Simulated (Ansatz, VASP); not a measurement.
# Two plane-wave programs on GaSb

```
Ga Sb
1.0
    -4.27241    4.27241    4.27241
     4.27241   -4.27241    4.27241
     4.27241    4.27241   -4.27241
Ga Sb
4 4
Direct
  0.31213 0.31213 0.31213
  0.00000 0.00000 0.68787
  0.00000 0.68787 0.00000
  0.68787 0.00000 0.00000
  0.67199 0.67199 0.67199
  0.00000 0.00000 0.32801
  0.00000 0.32801 0.00000
  0.32801 0.00000 0.00000
```

Alike in both runs: functional PBE; k mesh 4 × 4 × 4; occupations gaussian, width 0.1 eV; no spin polarisation.

Ansatz relaxed the structure, and its values are those at the end. VASP's run is a single point on that final structure, the one shown.

|  | VASP | Ansatz |
| --- | --- | --- |
| version | VASP 6.6.1 | Ansatz 0.2.0 |
| potentials or method | VASP PAW PBE potentials, release 64 (Ga_d, Sb) | scalar-relativistic, plane waves, PAW |
| plane-wave cutoff (eV) | 520 | 420 |
| valence electrons in the cell | 72 | 112 |

VASP gave:

* gap on the k mesh at the Fermi level (eV): none
* pressure (GPa): 0.0
* rms of the force components (eV/Å): 0.003

Problem. What did Ansatz give for the same quantities?

Solution. gap on the k mesh at the Fermi level (eV): none; pressure (GPa): 0.0; rms of the force components (eV/Å): 0.004.

A gap of «none» marks a metal or a gap that the smearing closes. The two sets of potentials don't hold the same shells in valence.

The runs have no spin-orbit coupling, so splittings on Sb are missing.
